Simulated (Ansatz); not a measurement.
# Gaps and decay in LiF/AlN stacks, part 4 of 5

How do the layer thicknesses change the gap of LiF/AlN? The crystals are LiF rock salt(001) and AlN rock salt(001), on a common net of side 2.878 Å (+0.0 % and +0.0 % against typed lattice constants near PBE's). Layer spacings come from each crystal relaxed along the normal on that net, and the joins take the mean spacing. The stacks are then relaxed. The first steps treat the bulk crystals alone. LDA has lattice constants of its own, so the true strain differs.

Ansatz 0.2.0; LDA DFT, plane waves, PAW files (the session's first sound run).

So far, gap on path (eV): step 3 (band edges, crystal LiF rock salt(001)) 9.07; step 5 (band edges, crystal AlN rock salt(001)) 4.31; step 7 (band edges of the superlattice, atomic layers of each crystal 1×4, k-mesh 8×8×4) 4.33.

The structure was built from a prototype and need not be the compound's stable phase.

### Step 10. Band edges of the superlattice, atomic layers of each crystal 4×2, k-mesh 8×8×2

Another period, with its own band edges.

input.yaml

```yaml
crystal:
  lattice:
    - [2.878, 0.0, 0.0]
    - [0.0, 2.878, 0.0]
    - [0.0, 0.0, 11.6019714397]
  atoms:
    - { symbol: F, position: [0.0, 0.0, 0.0045443337] }
    - { symbol: Li, position: [0.5, 0.5, 0.0020221689] }
    - { symbol: F, position: [0.5, 0.5, 0.1656537884] }
    - { symbol: Li, position: [0.0, 0.0, 0.166456989] }
    - { symbol: F, position: [0.0, 0.0, 0.3277245886] }
    - { symbol: Li, position: [0.5, 0.5, 0.326921388] }
    - { symbol: F, position: [0.5, 0.5, 0.4888340433] }
    - { symbol: Li, position: [0.0, 0.0, 0.4913562081] }
    - { symbol: "N", position: [0.0, 0.0, 0.6598429415] }
    - { symbol: Al, position: [0.5, 0.5, 0.6640332911] }
    - { symbol: "N", position: [0.5, 0.5, 0.8335354355] }
    - { symbol: Al, position: [0.0, 0.0, 0.8293450859] }
kpoints:
  mp_grid: { grid: [8, 8, 2] }
  band_path: { path: [VBM, CBM], npoints: 24 }
scf:
  occupations: { method: fixed }
  max_iter: 120
hamiltonian:
  xc: lda
output:
  eigenvalues: true
  write_potential: true
  write_density: true
  volumetric_format: npy
```

On the command line:

```
$ ansatz run input.yaml --threads 4 --pin off --max-ram 10240MiB --backend cpu --events-out ev --progress --plain --runs-dir out
```

Numbers of over 12 decimals in the logs are rounded to 6 here.

Output:

```text
[...]
Crystal: 12 atoms, lattice volume = 96.098 Å³
Basis set: ecut = 420 eV, 1867 PW (Γ)
Bands: 40, of which v1, the nominal top of the filled ones, is band 28 counted from 1 (27 counted from 0)
Symmetry: 16 space group operations
[...]
k-points: 30 of 128
[...]
SCF iter   1: F=—  HF=-5773.301892 eV  |F-HF|=—  |Δ(HF+E_count)|=         —  Δρ=1.96e-2  dr2=2.77e-1  ethr=1.77e-3  ⟨swp⟩=4.4  Hψ=4362  notcnv=0  defer=274
[...]
SCF iter   8: F=-5773.194384 eV  HF=-5773.194384 eV  |F-HF|=4.95e-10  |Δ(HF+E_count)|=   3.32e-7  Δρ=4.45e-6  dr2=9.49e-9  ethr=1.79e-10  ⟨swp⟩=11.2  Hψ=6425  notcnv=0
SCF 1 converged in 8 iterations: F = -5773.194384 eV  dr2 = 9.49e-9
[...]
SCF converged after 8 iterations
Free energy (F): -5773.194384 eV
[...]
Internal energy: -5773.194384 eV  (E = F + TS)
E sigma→0 (E₀):  -5773.194384 eV
Fermi energy:    7.165516 eV
[...]
--- Band table (eV; the first three rows and the last of 30) ---
  k-point 0: bands = [... 24 lower, 5.6296, 6.0691, 7.1563, 7.1563, 11.9031, 13.2697, 13.3332, 13.7135, ... 8 higher]
  k-point 1: bands = [... 24 lower, 5.6297, 6.0689, 7.1562, 7.1562, 12.2294, 12.3919, 13.7140, 13.7700, ... 8 higher]
  k-point 2: bands = [... 24 lower, 5.7307, 6.2871, 6.4793, 7.1655, 12.2905, 13.2712, 13.6740, 14.1779, ... 8 higher]
  k-point 29: bands = [... 24 lower, 3.9329, 3.9329, 5.3688, 5.3688, 12.7285, 12.7285, 14.4836, 14.4836, ... 8 higher]
```

Run time: 8.8 s. Hardware: 4 threads of Intel Xeon Platinum 8488C (Sapphire Rapids), shared host; peak memory 0.49 GiB; 32 s of CPU time.

This step gave:

```yaml
gap_on_the_k_mesh: 4.738 eV
gap_on_path: 4.734 eV, by band count; negative where bands overlap
edge_places_on_path: 0, 0.4437 1/A along the path
```

The electronic bands at the labelled points (eV, zero at the Fermi level (highest filled level under fixed occupations); v1 is the highest filled band, c1 the lowest empty one):

```tsv
point	v4	v3	v2	v1	c1	c2	c3	c4
VBM	-1.50	-1.33	-0.61	0.00	5.37	6.02	6.74	7.49
halfway	-1.48	-0.78	-0.50	0.00	5.00	5.87	6.55	7.00
CBM	-1.54	-1.10	-0.01	-0.01	4.74	6.10	6.17	6.55
```

The searched edges give 4.73 eV, against 4.74 eV on the mesh.

### Step 11. Minibands and complex bands along the stacking, atomic layers of each crystal 4×2, k-mesh 8×8×2

This step: LDA DFT, plane waves, PAW files; complex bands by layer matching along the plane's normal (Ansatz 0.2.0).

The whole cell is now the period, so open channels are minibands and Im kz is the decay through the stack.

input.yaml: that of step 10 with these lines changed.

```diff
@@ -20,3 +20,2 @@
   mp_grid: { grid: [8, 8, 2] }
-  band_path: { path: [VBM, CBM], npoints: 24 }
 scf:
@@ -28,4 +27,6 @@
   eigenvalues: true
-  write_potential: true
-  write_density: true
-  volumetric_format: npy
+  transmission:
+    leads: [[0, 0]]
+    kpoints: [[0.0, 0.0], [0.0, 0.1797]]
+    e_range: [-1.5, 6.23]
+    de: 0.11
```

Output:

```text
[...]
Crystal: 12 atoms, lattice volume = 96.098 Å³
Basis set: ecut = 420 eV, 1867 PW (Γ)
Bands: 40, of which v1, the nominal top of the filled ones, is band 28 counted from 1 (27 counted from 0)
Symmetry: 16 space group operations
[...]
k-points: 30 of 128
[...]
SCF iter   1: F=—  HF=-5773.301892 eV  |F-HF|=—  |Δ(HF+E_count)|=         —  Δρ=1.96e-2  dr2=2.77e-1  ethr=1.77e-3  ⟨swp⟩=4.4  Hψ=4362  notcnv=0  defer=274
[...]
SCF iter   8: F=-5773.194384 eV  HF=-5773.194384 eV  |F-HF|=4.95e-10  |Δ(HF+E_count)|=   3.32e-7  Δρ=4.45e-6  dr2=9.49e-9  ethr=1.79e-10  ⟨swp⟩=11.2  Hψ=6425  notcnv=0
SCF 1 converged in 8 iterations: F = -5773.194384 eV  dr2 = 9.49e-9
[...]
transmission: 16 of 32 steps passed
transmission: 32 of 32 steps passed
SCF converged after 8 iterations
Free energy (F): -5773.194384 eV
[...]
Internal energy: -5773.194384 eV  (E = F + TS)
E sigma→0 (E₀):  -5773.194384 eV
Fermi energy:    7.165516 eV
[...]
--- Band table (eV; the first three rows and the last of 30) ---
  k-point 0: bands = [... 24 lower, 5.6296, 6.0691, 7.1563, 7.1563, 11.9031, 13.2697, 13.3332, 13.7135, ... 8 higher]
  k-point 1: bands = [... 24 lower, 5.6297, 6.0689, 7.1562, 7.1562, 12.2294, 12.3919, 13.7140, 13.7700, ... 8 higher]
  k-point 2: bands = [... 24 lower, 5.7307, 6.2871, 6.4793, 7.1655, 12.2905, 13.2712, 13.6740, 14.1779, ... 8 higher]
  k-point 29: bands = [... 24 lower, 3.9329, 3.9329, 5.3688, 5.3688, 12.7285, 12.7285, 14.4836, 14.4836, ... 8 higher]
--- Transmission ---
  basis      : 69 plane waves across, 16 finite elements along
  points     : 2, as listed
[...]
crystal 0  : N2Al2Li4F4, at the sites [0, 0], period 11.6020 Å: whole cells are its period
[...]
channels       : 0.000000e0 a spin
[...]
slowest decay  : 0.5820 /Å at (0.0000, 0.0000)
```

It took 4 s on 4 threads; peak memory 0.49 GiB.

Numbers from this step:

| Property | Result |
| --- | --- |
| decay constant at the filling level, zone centre | 0.5820 Å⁻¹ |
| decay constant at the filling level, slowest listed point | 0.582 Å⁻¹ |

Lower lead, k parallel (0, 0); values up to 1.5 1/Å, a degenerate pair printed once or twice; energies at which all values exceed this have no row. Im kz of the slowest decaying states against energy, zero at the highest filled level on the SCF mesh:

```tsv
energy (eV)	decay 1 (Å⁻¹)	decay 2 (Å⁻¹)	decay 3 (Å⁻¹)	decay 4 (Å⁻¹)
-1.500	0.669	0.727	0.936	-
-0.950	0.822	0.918	-	-
-0.510	0.759	0.957	1.13	1.48
0.040	0.730	0.881	1.12	-
0.480	0.710	1.10	1.32	1.50
1.030	0.681	1.10	1.17	1.45
1.470	0.653	1.11	1.16	1.41
2.020	0.612	1.14	1.17	1.35
2.460	0.571	1.18	1.21	1.31
3.010	0.510	1.19	1.25	1.26
3.450	0.449	1.10	1.19	1.19
4.000	0.349	1.02	1.13	1.20
4.550	0.181	0.964	1.05	1.21
4.990	0.918	0.985	1.21	1.40
5.540	0.856	0.889	1.23	1.39
5.980	0.790	0.796	1.25	1.38
```

Lower lead, k parallel (0, 0.1797); values up to 1.5 1/Å, a degenerate pair printed once or twice; energies at which all values exceed this have no row. Table of Im kz of the slowest decaying states by energy, zero at the highest filled level on the SCF mesh:

```tsv
energy (eV)	decay 1 (Å⁻¹)	decay 2 (Å⁻¹)	decay 3 (Å⁻¹)	decay 4 (Å⁻¹)
-1.50	0.511	1.10	-	-
-1.17	0.467	0.534	1.03	1.46
-0.84	0.497	0.517	1.03	1.41
-0.62	0.363	0.429	1.02	1.38
-0.29	0.565	0.963	1.35	-
0.04	0.613	0.797	1.32	-
0.37	0.644	1.00	1.29	-
0.70	0.667	1.07	1.27	-
0.92	0.679	1.10	1.25	-
1.25	0.693	1.13	1.23	-
1.58	0.702	1.16	1.20	-
1.91	0.709	1.18	1.19	-
2.24	0.712	1.16	1.21	-
2.46	0.713	1.14	1.23	-
2.79	0.711	1.12	1.25	1.50
3.12	0.707	1.10	1.29	1.47
3.45	0.689	0.711	1.08	1.38
3.78	0.611	0.768	1.06	1.37
4.00	0.575	0.785	1.05	1.36
4.33	0.521	0.805	1.02	1.34
4.66	0.458	0.82	1.00	1.30
4.99	0.374	0.834	0.977	1.26
5.32	0.181	0.851	0.951	1.22
5.54	0.234	0.875	0.932	1.19
5.87	0.292	0.870	0.892	1.14
6.20	0.291	0.734	0.854	1.09
```

At the listed wavevectors the last open channel is at -1.50 eV and the next at +4.77 eV on the grid, wider than the gap, since narrow bands can fall between grid energies. At +2.35 eV, the grid energy nearest the filling level (the middle of the gap on the SCF mesh), the slowest state at the listed wavevectors decays with κ = 0.582 Å⁻¹, its amplitude falling by e over 1.7 Å.

### Step 12. Relaxation, stack LiF 1 / AlN 1, atomic layers of each crystal 1×1

This step: LDA DFT, plane waves, PAW files (Ansatz 0.2.0).

System of this step: LiF (1) / AlN (1). The cell holds 4 atoms: 1 F, 1 Li, 1 N and 1 Al. Cell: a = 2.878 Å, b = 2.878 Å, c = 3.893 Å, α = 90.0°, β = 90.0°, γ = 90.0°. Regions: 0: LiF, 2 atoms (1 F and 1 Li); 1: AlN, 2 atoms (1 N and 1 Al). The structure's axis is c.

The stack is relaxed at a fixed cell, since the spacings at the joins were only estimated. The total length stays as laid.

input.yaml

```yaml
crystal:
  lattice:
    - [2.878, 0.0, 0.0]
    - [0.0, 2.878, 0.0]
    - [0.0, 0.0, 3.8929317736]
  atoms:
    - { symbol: F, position: [0.0, 0.0, 0.0] }
    - { symbol: Li, position: [0.5, 0.5, 0.0] }
    - { symbol: "N", position: [0.5, 0.5, 0.5] }
    - { symbol: Al, position: [0.0, 0.0, 0.5] }
kpoints:
  mp_grid: { grid: [8, 8, 6] }
scf:
  occupations: { method: fixed }
  max_iter: 120
hamiltonian:
  xc: lda
output:
  eigenvalues: false
  forces: true
relax:
  f_tol: 0.02
  max_steps: 40
```

Output:

```text
[...]
Crystal: 4 atoms, lattice volume = 32.245 Å³
Basis set: ecut = 420 eV, 633 PW (Γ)
Bands: 13, of which v1, the nominal top of the filled ones, is band 9 counted from 1 (8 counted from 0)
Symmetry: 16 space group operations
[...]
k-points: 60 of 384
[...]
Internal energy: -1887.266630 eV  (E = F + TS)
E sigma→0 (E₀):  -1887.266630 eV
Fermi energy:    8.055413 eV
[...]
--- Relaxed structure (1 steps of the walk, 1 accepted, 0 SCFs on fresh bases) ---
  F+E_penalty+E_count = -1887.26663023 eV   max|allowed force component| = 1.405e-30 eV/Å
  atoms:
    - { symbol: F, position: [0.0, 0.0, 0.0] }
    - { symbol: Li, position: [0.5, 0.5, 0.0] }
    - { symbol: N, position: [0.5, 0.5, 0.5] }
    - { symbol: Al, position: [0.0, 0.0, 0.5] }
[...]
[key lines of the parts left out:]
SCF converged after 7 iterations
Free energy (F): -1887.266630 eV
```

Run time: 0.45 s. Hardware: 4 threads; peak memory 0.37 GiB; 1.2 s of CPU time.

The forces vanish from the start, and no atom moves.

The largest force component on a free atom ends at 1.4e-30 eV/Å.

### Step 13. Band edges of the superlattice, atomic layers of each crystal 1×1, k-mesh 8×8×6

Another period, with its own band edges.

input.yaml, the sections that differ from step 12:

```yaml
kpoints:
  mp_grid: { grid: [8, 8, 6] }
  band_path: { path: [VBM, CBM], npoints: 24 }
output:
  eigenvalues: true
  write_potential: true
  write_density: true
  volumetric_format: npy
# crystal, scf, hamiltonian: as in step 12
# relax: removed
```

Output:

```text
[...]
Crystal: 4 atoms, lattice volume = 32.245 Å³
Basis set: ecut = 420 eV, 633 PW (Γ)
Bands: 13, of which v1, the nominal top of the filled ones, is band 9 counted from 1 (8 counted from 0)
Symmetry: 16 space group operations
[...]
k-points: 60 of 384
[...]
Fermi energy:    8.055414 eV
[...]
--- Band table (eV; the first three rows and the last of 60) ---
  k-point 0: bands = [... 5 lower, 1.7397, 6.6834, 7.7037, 7.7037, 12.4201, 15.3925, 17.5078, 20.4907]
  k-point 1: bands = [... 5 lower, 1.7605, 6.4147, 7.6497, 7.6497, 12.9039, 15.5798, 17.5041, 20.3361]
  k-point 2: bands = [... 5 lower, 1.8032, 5.9179, 7.5418, 7.5418, 13.9514, 16.0445, 17.3236, 20.3325]
  k-point 59: bands = [... 5 lower, 0.3090, 3.4785, 3.4785, 8.0115, 13.9396, 16.2817, 16.2817, 18.7808]
[key lines of the parts left out:]
SCF converged after 7 iterations
Free energy (F): -1887.266630 eV
```

It took 0.97 s on 4 threads; peak memory 0.36 GiB.

Electronic bands along the path, in eV, zero at the Fermi level (highest filled level under fixed occupations); v1 is the highest filled band, c1 the lowest empty one:

```tsv
point	v4	v3	v2	v1	c1	c2
VBM	-5.97	-4.07	-0.30	0.00	4.43	7.63
halfway	-7.11	-4.40	-2.42	-0.72	6.08	7.80
CBM	-7.83	-3.58	-3.58	-0.61	3.69	8.24
```

The electronic bands as a text plot (rows in eV, shown from -8.0 to 7.6 only; labels by their first letter):

```
    7.3 |+
    6.7 |
    6.0 |                    ++++++++++++++
    5.3 |             +++++++              +++++
    4.7 |+++++++++++++                          ++++
    4.0 |                                           ++++++++++
    3.4 |                                                     +++
    2.7 |
    2.1 |
    1.4 |
    0.8 |
    0.1 |******
   -0.5 |********************************************************
   -1.2 |             *******
   -1.8 |                    *****
   -2.5 |                         *******
   -3.1 |                                **************
   -3.8 |****                                   *****************
   -4.4 |    ***********************************
   -5.1 |
   -5.7 |******
   -6.4 |      ****************
   -7.0 |                      **********
   -7.7 |********************************************************
         V                                                      C
```

The searched edges give 3.69 eV, as on the mesh.

### Step 14. Minibands and complex bands along the stacking, atomic layers of each crystal 1×1, k-mesh 8×8×6

This step: LDA DFT, plane waves, PAW files; complex bands by layer matching along the plane's normal (Ansatz 0.2.0).

The whole cell is now the period, so open channels are minibands and Im kz is the decay through the stack.

input.yaml, the sections that differ from step 13:

```yaml
kpoints:
  mp_grid: { grid: [8, 8, 6] }
output:
  eigenvalues: true
  transmission:
    leads: [[0, 0]]
    kpoints: [[0.0, 0.0], [-0.5, -0.5]]
    e_range: [-1.5, 5.19]
    de: 0.1
# crystal, scf, hamiltonian: as in step 13
```

Output:

```text
[...]
Crystal: 4 atoms, lattice volume = 32.245 Å³
Basis set: ecut = 420 eV, 633 PW (Γ)
Bands: 13, of which v1, the nominal top of the filled ones, is band 9 counted from 1 (8 counted from 0)
Symmetry: 16 space group operations
[...]
k-points: 60 of 384
[...]
k-point 1: bands = [... 5 lower, 1.7605, 6.4147, 7.6497, 7.6497, 12.9039, 15.5798, 17.5041, 20.3361]
  k-point 2: bands = [... 5 lower, 1.8032, 5.9179, 7.5418, 7.5418, 13.9514, 16.0445, 17.3236, 20.3325]
  k-point 59: bands = [... 5 lower, 0.3090, 3.4785, 3.4785, 8.0115, 13.9396, 16.2817, 16.2817, 18.7808]
--- Transmission ---
  basis      : 69 plane waves across, 5 finite elements along
  points     : 2, as listed
[...]
channels       : 0.000000e0 a spin
[...]
slowest decay  : 0.4632 /Å at (0.0000, 0.0000)
[key lines of the parts left out:]
SCF converged after 7 iterations
Free energy (F): -1887.266630 eV
Fermi energy:    8.055414 eV
```

The job ended after 1.4 s (4 threads; peak memory 0.41 GiB).

Lower lead, k parallel (0, 0); values up to 1.5 1/Å, a degenerate pair printed once or twice; energies at which all values exceed this have no row. Table of Im kz of the slowest decaying states by energy, zero at the highest filled level on the SCF mesh:

```tsv
energy (eV)	decay 1 (Å⁻¹)	decay 2 (Å⁻¹)	decay 3 (Å⁻¹)	decay 4 (Å⁻¹)
-1.50	0.750	1.05	-	-
-1.20	0.195	0.666	1.05	-
-1.00	0.274	0.585	1.05	-
-0.70	0.347	0.367	1.04	-
-0.40	0.395	1.04	1.49	-
-0.20	0.393	0.418	1.04	1.47
0.00	0.435	0.548	1.04	1.45
0.10	0.443	0.599	1.04	1.45
0.30	0.455	0.679	1.04	1.43
0.60	0.467	0.765	1.04	1.40
0.90	0.474	0.828	1.03	1.37
1.10	0.475	0.863	1.03	1.35
1.40	0.473	0.907	1.03	1.32
1.70	0.466	0.944	1.03	1.29
1.90	0.460	0.966	1.03	1.27
2.20	0.446	0.995	1.03	1.23
2.50	0.427	1.02	1.02	1.20
2.70	0.411	1.02	1.04	1.18
3.00	0.383	1.02	1.06	1.14
3.30	0.348	1.01	1.08	1.10
3.50	0.319	1.01	1.08	1.09
3.80	0.265	1.01	1.04	1.11
4.00	0.216	1.00	1.01	1.12
4.30	0.0933	0.967	1.000	1.14
4.60	0.922	0.995	1.16	1.39
4.80	0.890	0.992	1.17	1.37
5.10	0.841	0.986	1.18	1.34
```

At the listed wavevectors the last open channel is at -0.10 eV and the next at +3.70 eV on the grid. At +1.80 eV, the grid energy nearest the filling level (the middle of the gap on the SCF mesh), the slowest state at the listed wavevectors decays with κ = 0.463 Å⁻¹, its amplitude falling by e over 2.2 Å.

(Continued in part 5 of 5.)

[Logs are printed without paths, hosts, clocks, repeated set-up lines and the standing remarks that a program may print on its own settings, such as how far it seeks lower states.]

[Hosts, paths, dates, database ids (printed as entryN), source tags and the programs' standing remarks are cut or masked in the printed files.]
